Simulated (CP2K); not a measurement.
Runs of CP2K 2026.2 on AlN. The structure is cubic, space group Fm-3m (No. 225). The conventional cell has a = 4.069 Å, b = 4.069 Å, c = 4.069 Å, α = 90.00°, β = 90.00°, γ = 90.00°. Al (site symmetry m-3m) has 6 N at 2.03 Å as nearest neighbours. N (site symmetry m-3m) is surrounded by 6 Al at 2.03 Å. Measurements of this composition are mostly on another form, of space group No. 186.

```csv
potentials or basis,gap on the mesh (eV),pressure (GPa)
"GTH_POTENTIALS Al GTH-BLYP-q3, N GTH-BLYP-q5; DZVP-MOLOPT-SR-GTH basis",4.42,-1.0
"POTENTIAL_UZH Al GTH-SCAN-q3, N GTH-SCAN-q5; DZVP-MOLOPT-SR-GTH basis",(a),-4.2
"GTH_POTENTIALS Al GTH-PADE-q3, N GTH-PADE-q5; DZVP-MOLOPT-SR-GTH basis",(b),(c)
"POTENTIAL_UZH Al GTH-PBE0-q3, N GTH-PBE0-q5; DZVP-MOLOPT-SR-GTH basis",4.44,-2.1
"GTH_POTENTIALS Al GTH-PBE-q3, N GTH-PBE-q5; DZVP-MOLOPT-SR-GTH basis",4.51,-0.7
```

Alike in all rows: task single point; level PBE; no spin polarisation; cell as given; k mesh 11 × 11 × 11; smearing fermi-dirac 0.05 eV.

Estimate the missing entries.

(a) 4.63; (b) 4.37; (c) -10.9.

Caveats: an odd mesh through Γ misses points on the zone boundary, where band edges often lie; the basis of atomic orbitals isn't converged, which shifts pressures, moduli and gaps; the potentials were made for another functional, which shifts forces and pressure (some runs).
